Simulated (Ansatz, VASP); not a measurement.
## Two plane-wave programs on AlN

```
CELL_PARAMETERS angstrom
0.00000 2.27009 2.18488
2.27009 0.00000 2.18488
2.27009 2.27009 0.00000
ATOMIC_POSITIONS crystal
Al 0.00000 0.00000 0.00000
N 0.25000 0.25000 0.25000
```

Change from the starting cell: biaxial_xy strain +3.9%.

Alike in both runs: task single point; functional PBE; k mesh 10 × 10 × 10; occupations fermi-dirac, width 0.02 eV; no spin polarisation.

|  | VASP | Ansatz |
| --- | --- | --- |
| version | VASP 6.6.1 | Ansatz 0.2.0 |
| potentials or method | VASP PAW PBE potentials, release 64 (Al, N) | plane waves, PAW |
| plane-wave cutoff (eV) | 520 | 420 |
| valence electrons in the cell | 8 | 8 |

Ansatz gave:

* gap on the k mesh at the Fermi level (eV): 3.09
* pressure (GPa): -9.4
* largest component of the traceless stress (GPa): 3.13

Q: Which values does VASP return?

A: gap on the k mesh at the Fermi level (eV): 3.08; pressure (GPa): -9.7; largest component of the traceless stress (GPa): 3.15.

The functional is the same, so the differences come from potentials, cutoffs and numerics.

A k mesh can miss the band edges.
